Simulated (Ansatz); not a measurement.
The cell comes from COD entry 9006719, which wasn't checked; take it as a given geometry. It was measured hot, at 1427 K. The listed cell was then made from it by scaling, straining or moving an atom.

An input for CaO: DFT, PBE, PAW with Ansatz's default frozen-core files, scalar-relativistic (Ansatz 0.2.0).

```yaml
crystal:
  lattice:
    - [0.0, 2.449, 2.449]
    - [2.449, 0.0, 2.449]
    - [2.449, 2.449, 0.0]
  atoms:
    - { symbol: Ca, position: [0.0163331972, 0.0163331972, -0.0163331972] }
    - { symbol: O, position: [0.5, 0.5, 0.5] }
kpoints:
  mp_grid: { grid: [11, 11, 11] }
scf:
  occupations: { method: fermi_dirac, width: 0.02 }
hamiltonian:
  xc: pbe
  pseudopotentials: { kind: paw }
output:
  forces: true
  stress: true
  eigenvalues: true
  efg: { contact_densities: true }
```

The results part of the log:

```
SCF 1 converged in 7 iterations: F = -2387.700433 eV  dr2 = 4.66e-8
  greatest PAW one-centre occupation: 0.995 electrons in one spin orbital (limit 2), on the Ca atom at site 0 (counted from 0), in its partial waves of l = 0
SCF converged after 7 iterations
Free energy (F): -2387.700433 eV
Harris-Foulkes:  -2387.700433 eV  (|F-HF|=4.06e-8)
Internal energy: -2387.700433 eV  (E = F + TS)
E sigma→0 (E₀):  -2387.700433 eV
Fermi energy:    8.933126 eV
--- Per-component energies (eV) ---
  E_band       = -112.061432
  E_kinetic    = 454.365138
  E_local      = -921.912521  (includes V_loc(G=0)·N_el)
  E_nonlocal   = 111.302492
  E_hartree    = 305.835974
  E_xc         = -212.793012
  E_vxc        = -267.663166  (∫ρ·V_xc dr)
  E_paw        = -1016.098515  (= ΣΔE_a)
  E_vpaw       = -99.824448  (= ΣTr[D̂ρ^β])
  E_aug_tail   = 0.002409  (compensation charges beyond the density's cutoff)
  E_ewald      = -1108.402398
  E_smearing   = -0.000000  (= −TS)
  E_closure    = 0.000000  (closes the sum)
  Σ components = -2387.700433   (vs F -2387.700433, Δ=0.00e0)
--- Forces (eV/Å), atoms counted from 1 ---
  atom   1  Ca    -0.00000000     0.00000000    -0.17963688
  atom   2  O      0.00000000     0.00000000     0.17966306
  max |Σ_I F_I| component: 2.62e-5 eV/Å
--- Stress (GPa, compression-positive) ---
       -4.018129       0.000000       0.000000
        0.000000      -4.018129       0.000000
        0.000000       0.000000      -3.285459
  P = ⅓ Tr σ = -3.7739 GPa (-37.739 kbar)
--- PAW observables at the nuclei: V_zz in 10²¹ V/m², potentials from the cell's mean, atoms counted from 1 ---
  atom   1  Ca V_zz =    -0.128964   η = 0.0000   by run symmetry: allowed
            electrostatic potential = -2216.189024 V   contact ρ = 41253.714056 e/Å³
  atom   2  O  V_zz =    -0.102188   η = 0.0000   by run symmetry: allowed
            electrostatic potential = -623.913524 V   contact ρ = 2156.881256 e/Å³
--- Band table (eV; the first three rows and the last of 126) ---
  k-point 0: bands = ["-30.7832", "-11.5892", "-11.5848", "-11.5848", "-8.3212", "7.0690", "7.0710", "7.0710", "11.3662", "13.1852", "13.2087", "13.2087"]
  k-point 1: bands = ["-30.7770", "-11.6751", "-11.5897", "-11.5885", "-8.2279", "6.7686", "6.9686", "6.9785", "11.7420", "13.1545", "13.3303", "13.3341"]
  k-point 2: bands = ["-30.7603", "-11.8889", "-11.5996", "-11.5985", "-7.9970", "6.1294", "6.7141", "6.7229", "12.6172", "13.1512", "13.6892", "13.6908"]
  k-point 125: bands = ["-30.6800", "-12.0785", "-11.8139", "-11.7650", "-8.0338", "5.7947", "6.5385", "6.6432", "10.9696", "14.7969", "15.7904", "15.9051"]
```
